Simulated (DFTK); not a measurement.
# Si (I4/mmm) in DFTK: equation of state

How stiff is Si in PBEsol, and what volume does it want? The cell is scaled to several volumes.

All numbers are computed with DFTK 0.8.2; they aren't measurements. Logs are shortened: lines on timing, memory, paths and dates and some standing lists are left out, and cuts for length are marked.

**1. The structure**

It takes space group I4/mmm (No. 139, tetragonal). Conventional cell: a = 3.254 Å, b = 3.254 Å, c = 2.641 Å, α = 90.00°, β = 90.00°, γ = 90.00°. Si (site symmetry 4/mmm) is surrounded by 10 Si at 2.64 to 2.65 Å.

This isn't the form of Si at room conditions, which is diamond.

**2. Equation of state, PBEsol**

File run.jl:

```julia
using DFTK
using PseudoPotentialData
using Unitful, UnitfulAtomic
using LinearAlgebra, Printf
include("save.jl")
disable_threading()

# lattice vectors are the columns
lattice = austrip(1u"Å") * [   -1.62691493     1.62691493     1.62691493;
               1.62691493    -1.62691493     1.62691493;
               1.32032985     1.32032985    -1.32032985]
symbols   = [:Si]
positions = [[0.0, 0.0, 0.0]]
pseudopotentials = PseudoFamily("dojo.nc.sr.pbesol.v0_4_1.standard.upf")
elements = Dict(s => ElementPsp(s, pseudopotentials) for s in unique(symbols))
atoms    = [elements[s] for s in symbols]

build_model(lattice, positions; symmetries=true) =
    model_DFT(lattice, atoms, positions;
              functionals=PBEsol(),
              temperature=austrip(0.05u"eV"),
              smearing=Smearing.FermiDirac(),
              symmetries)
Ecut  = 24.0  # hartree
kgrid = [13, 13, 13]
tol   = 1e-6
to_GPa = ustrip(uconvert(u"GPa", 1u"hartree/bohr^3"))

results["points"] = []
for scale in [0.94, 0.96, 0.98, 1.0, 1.02, 1.04, 1.06]
    println("\n=== scale = ", scale)
    model = build_model(cbrt(scale) * lattice, positions)
    basis = PlaneWaveBasis(model; Ecut, kgrid)
    t0 = time()
    scfres = self_consistent_field(basis;
                                   tol,
                                   nbandsalg=AdaptiveBands(model; n_bands_converge=7))
    seconds = time() - t0
    @printf "SCF: %d iterations, %.1f s\n" scfres.n_iter seconds
    forces = compute_forces_cart(scfres)
    stress = compute_stresses_cart(scfres)
    @printf "V = %.5f Å^3  F = %.8f Ha  max force = %.5f eV/Å  p = %.4f GPa\n" ustrip(auconvert(u"Å^3", model.unit_cell_volume)) scfres.energies.total ustrip(auconvert(u"eV/Å", maximum(norm, forces))) (-tr(stress) / 3 * to_GPa)
    push!(results["points"], save_scf!(scfres; forces, stress, d=Dict{String,Any}("seconds" => seconds, "n_matvec" => get(scfres, :n_matvec, 0))))
end

# third-order Birch-Murnaghan fit in x = V^(-2/3)
V = [0.94, 0.96, 0.98, 1.0, 1.02, 1.04, 1.06] * abs(det(lattice))
E = [p["total"] for p in results["points"]]
x = V .^ (-2 / 3)
c = [x .^ 0 x x .^ 2 x .^ 3] \ E
Δ = c[3]^2 - 3c[2] * c[4]
if Δ > 0
    x0 = (-c[3] + sqrt(Δ)) / 3c[4]
    B0 = 4 / 9 * x0^(7 / 2) * (2c[3] + 6c[4] * x0)
    @printf "V0 = %.4f Å^3  B0 = %.2f GPa\n" ustrip(auconvert(u"Å^3", x0^(-3 / 2))) B0 * to_GPa
end
```

Potentials or basis: dojo.nc.sr.pbesol.v0_4_1.standard.upf (PBEsol).

Run with:

```console
$ julia --threads=1 run.jl  # save.jl only writes the numbers to a file and isn't shown; printed stress counts tension as positive; times include loading and compiling
```

What it wrote:

```text
=== scale = 0.94
n     Energy            log10(ΔE)   log10(Δρ)   Diag   Δtime
---   ---------------   ---------   ---------   ----   ------
  1   -4.217068582591                   -1.46    3.4    7.56s
  2   -4.217296819319       -3.64       -1.85    1.0    5.93s
  3   -4.217330390505       -4.47       -3.28    2.1    4.25s
  4   -4.217331948094       -5.81       -3.98    3.5    8.14s
  5   -4.217331950348       -8.65       -4.55    1.9    4.57s
  6   -4.217331950442      -10.02       -5.26    1.8    5.78s
  7   -4.217331950447      -11.35       -5.87    2.0    6.36s
  8   -4.217331950447      -12.51       -7.29    1.9    4.37s
SCF: 8 iterations, 47.6 s
V = 13.14014 Å^3  F = -4.21733195 Ha  max force = 0.00000 eV/Å  p = 8.1749 GPa

=== scale = 0.96
n     Energy            log10(ΔE)   log10(Δρ)   Diag   Δtime
---   ---------------   ---------   ---------   ----   ------
  1   -4.217501386969                   -1.46    3.4    9.31s
  2   -4.217732081337       -3.64       -1.85    1.0    6.33s
  3   -4.217766615766       -4.46       -3.28    2.1    5.17s
  4   -4.217768136267       -5.82       -4.00    3.6    9.30s
  5   -4.217768138598       -8.63       -4.55    1.9    7.41s
  6   -4.217768138694      -10.02       -5.26    1.7    4.59s
  7   -4.217768138698      -11.35       -5.88    2.1    7.80s
  8   -4.217768138699      -12.50       -7.31    1.9    4.74s
SCF: 8 iterations, 55.4 s
V = 13.41972 Å^3  F = -4.21776814 Ha  max force = 0.00000 eV/Å  p = 5.4861 GPa

=== scale = 0.98
n     Energy            log10(ΔE)   log10(Δρ)   Diag   Δtime
---   ---------------   ---------   ---------   ----   ------
  1   -4.217774182695                   -1.47    3.4    10.3s
  2   -4.218006790605       -3.63       -1.85    1.0    7.52s
  3   -4.218041605798       -4.46       -3.27    2.1    6.12s
  4   -4.218043115712       -5.82       -4.00    3.6    10.9s
  5   -4.218043118067       -8.63       -4.55    1.9    5.84s
  6   -4.218043118163      -10.02       -5.28    1.7    8.15s
  7   -4.218043118167      -11.36       -5.89    2.1    9.56s
  8   -4.218043118168      -12.62       -7.26    1.8    5.36s
SCF: 8 iterations, 64.4 s
V = 13.69929 Å^3  F = -4.21804312 Ha  max force = 0.00000 eV/Å  p = 3.1136 GPa

=== scale = 1.0
n     Energy            log10(ΔE)   log10(Δρ)   Diag   Δtime
---   ---------------   ---------   ---------   ----   ------
  1   -4.217904665664                   -1.47    3.4    6.43s
  2   -4.218135391405       -3.64       -1.86    1.0    5.26s
  3   -4.218169990907       -4.46       -3.26    2.1    4.25s
  4   -4.218171503189       -5.82       -3.99    3.5    9.40s
  5   -4.218171505716       -8.60       -4.53    1.9    7.60s
  6   -4.218171505827       -9.95       -5.26    1.8    4.06s
  7   -4.218171505832      -11.33       -5.86    2.1    7.07s
  8   -4.218171505832      -12.56       -7.25    1.8    3.84s
SCF: 8 iterations, 48.7 s
V = 13.97887 Å^3  F = -4.21817151 Ha  max force = 0.00000 eV/Å  p = 0.9187 GPa

=== scale = 1.02
n     Energy            log10(ΔE)   log10(Δρ)   Diag   Δtime
---   ---------------   ---------   ---------   ----   ------
  1   -4.217896416235                   -1.48    3.4    6.72s
  2   -4.218129717504       -3.63       -1.86    1.0    5.15s
  3   -4.218164932176       -4.45       -3.26    2.1    4.01s
  4   -4.218166450508       -5.82       -3.99    3.5    7.50s
  5   -4.218166453133       -8.58       -4.52    1.9    5.38s
  6   -4.218166453253       -9.92       -5.24    1.8    3.78s
  7   -4.218166453258      -11.33       -5.85    2.1    6.80s
  8   -4.218166453258      -12.55       -7.23    1.8    3.65s
SCF: 8 iterations, 45.7 s
V = 14.25845 Å^3  F = -4.21816645 Ha  max force = 0.00000 eV/Å  p = -1.0388 GPa

=== scale = 1.04
n     Energy            log10(ΔE)   log10(Δρ)   Diag   Δtime
---   ---------------   ---------   ---------   ----   ------
  1   -4.217770652370                   -1.49    3.4    6.15s
  2   -4.218007594481       -3.63       -1.87    1.0    4.86s
  3   -4.218043392141       -4.45       -3.25    2.1    3.82s
  4   -4.218044933168       -5.81       -3.97    3.5    9.01s
  5   -4.218044935798       -8.58       -4.49    1.9    6.86s
  6   -4.218044935950       -9.82       -5.24    1.8    4.32s
  7   -4.218044935955      -11.30       -5.84    2.1    7.24s
  8   -4.218044935956      -12.50       -7.23    1.9    3.67s
SCF: 8 iterations, 46.5 s
V = 14.53803 Å^3  F = -4.21804494 Ha  max force = 0.00000 eV/Å  p = -2.7088 GPa

=== scale = 1.06
n     Energy            log10(ΔE)   log10(Δρ)   Diag   Δtime
---   ---------------   ---------   ---------   ----   ------
  1   -4.217549354350                   -1.49    3.4    9.43s
  2   -4.217786072949       -3.63       -1.87    1.0    6.36s
  3   -4.217821993900       -4.44       -3.24    2.1    4.36s
  4   -4.217823588023       -5.80       -3.94    3.4    9.25s
  5   -4.217823590728       -8.57       -4.47    1.9    6.87s
  6   -4.217823590909       -9.74       -5.21    1.8    4.23s
  7   -4.217823590915      -11.23       -5.80    2.1    7.30s
  8   -4.217823590915      -12.44       -7.22    1.8    3.89s
SCF: 8 iterations, 55.0 s
V = 14.81760 Å^3  F = -4.21782359 Ha  max force = 0.00000 eV/Å  p = -4.1876 GPa
V0 = 14.1092 Å^3  B0 = 97.27 GPa
```

Run time: 17 min. Hardware: 1 thread of Intel Xeon at 2.50GHz (Skylake/Cascade Lake), shared host; peak memory 1.6 GiB.

Results:

* Equilibrium volume: 14.11 Å³/atom
* Bulk modulus at fixed shape and positions: 97 GPa
* Pressure derivative of the bulk modulus: 4.8 (rough: it moves with the points fitted)

Energy against volume, from the lowest point:
```csv
volume (Å³/atom),energy (meV/atom)
13.140,22.85
13.420,10.98
13.699,3.49
13.979,0.00
14.258,0.14
14.538,3.44
14.818,9.47
```

Caveat: the cell was scaled at fixed shape and fractional positions, which overstates the stiffness of a crystal with free parameters, most of all of layers and chains.

**3. Single point, PBEsol, 13.14 Å³/atom (volume scaled by 0.94)**

run.jl is that of step 2.

Potentials or basis: dojo.nc.sr.pbesol.v0_4_1.standard.upf (PBEsol).

Run with:

```console
$ julia --threads=1 run.jl  # one pass of the loop, scale = 0.94; save.jl only writes the numbers to a file and isn't shown; printed stress counts tension as positive; times include loading and compiling
```

Run time: 48 s. Hardware: 1 thread of Intel Xeon at 2.50GHz (Skylake/Cascade Lake), shared host.

Results (log left out):

| Property | Result |
| --- | --- |
| Free energy | -114.7594 eV |
| Pressure | 8.2 GPa |
| Band gap on the k mesh | none (metal or under the smearing width) |

**4. Single point, PBEsol, 13.42 Å³/atom (volume scaled by 0.96)**

run.jl is that of step 3.

Run with:

```console
$ julia --threads=1 run.jl  # one pass of the loop, scale = 0.96; save.jl only writes the numbers to a file and isn't shown; printed stress counts tension as positive; times include loading and compiling
```

It took 55 s on 1 thread of Intel Xeon at 2.50GHz (Skylake/Cascade Lake), shared host.

The run converged. Its results:

```yaml
Free_energy: -114.7713 eV
Pressure: 5.5 GPa
Band_gap_on_the_k_mesh: none (metal or under the smearing width)
```

**5. Single point, PBEsol, 13.70 Å³/atom (volume scaled by 0.98)**

run.jl is that of step 4.

Run with:

```console
$ julia --threads=1 run.jl  # one pass of the loop, scale = 0.98; save.jl only writes the numbers to a file and isn't shown; printed stress counts tension as positive; times include loading and compiling
```

Wall time 64 s (1 thread of Intel Xeon at 2.50GHz (Skylake/Cascade Lake), shared host).

It converged, with:

* Free energy: -114.7788 eV
* Pressure: 3.1 GPa
* Band gap on the k mesh: none (metal or under the smearing width)

**6. Single point, PBEsol, 13.98 Å³/atom**

run.jl is that of step 5.

Potentials or basis: dojo.nc.sr.pbesol.v0_4_1.standard.upf (PBEsol).

Run with:

```console
$ julia --threads=1 run.jl  # one pass of the loop, scale = 1.0; save.jl only writes the numbers to a file and isn't shown; printed stress counts tension as positive; times include loading and compiling
```

It took 49 s on 1 thread of Intel Xeon at 2.50GHz (Skylake/Cascade Lake), shared host.

Results (log left out):

* Free energy: -114.7823 eV
* Pressure: 0.9 GPa
* Band gap on the k mesh: none (metal or under the smearing width)

**7. Single point, PBEsol, 14.26 Å³/atom (volume scaled by 1.02)**

run.jl is that of step 6.

Run with:

```console
$ julia --threads=1 run.jl  # one pass of the loop, scale = 1.02; save.jl only writes the numbers to a file and isn't shown; printed stress counts tension as positive; times include loading and compiling
```

Run time: 46 s. Hardware: 1 thread of Intel Xeon at 2.50GHz (Skylake/Cascade Lake), shared host.

It converged, with:

| Quantity | Value |
| --- | --- |
| Free energy | -114.7822 eV |
| Pressure | -1.0 GPa |
| Band gap on the k mesh | none (metal or under the smearing width) |

**8. Single point, PBEsol, 14.54 Å³/atom (volume scaled by 1.04)**

run.jl is that of step 7.

Run with:

```console
$ julia --threads=1 run.jl  # one pass of the loop, scale = 1.04; save.jl only writes the numbers to a file and isn't shown; printed stress counts tension as positive; times include loading and compiling
```

Run time: 47 s. Hardware: 1 thread of Intel Xeon at 2.50GHz (Skylake/Cascade Lake), shared host.

Results (log left out):

```yaml
Free_energy: -114.7788 eV
Pressure: -2.7 GPa
Band_gap_on_the_k_mesh: none (metal or under the smearing width)
```

**9. Single point, PBEsol, 14.82 Å³/atom (volume scaled by 1.06)**

run.jl is that of step 8.

Potentials or basis: dojo.nc.sr.pbesol.v0_4_1.standard.upf (PBEsol).

Run with:

```console
$ julia --threads=1 run.jl  # one pass of the loop, scale = 1.06; save.jl only writes the numbers to a file and isn't shown; printed stress counts tension as positive; times include loading and compiling
```

It took 55 s on 1 thread of Intel Xeon at 2.50GHz (Skylake/Cascade Lake), shared host.

The run converged. Its results:

| Quantity | Value |
| --- | --- |
| Free energy | -114.7728 eV |
| Pressure | -4.2 GPa |
| Band gap on the k mesh | none (metal or under the smearing width) |
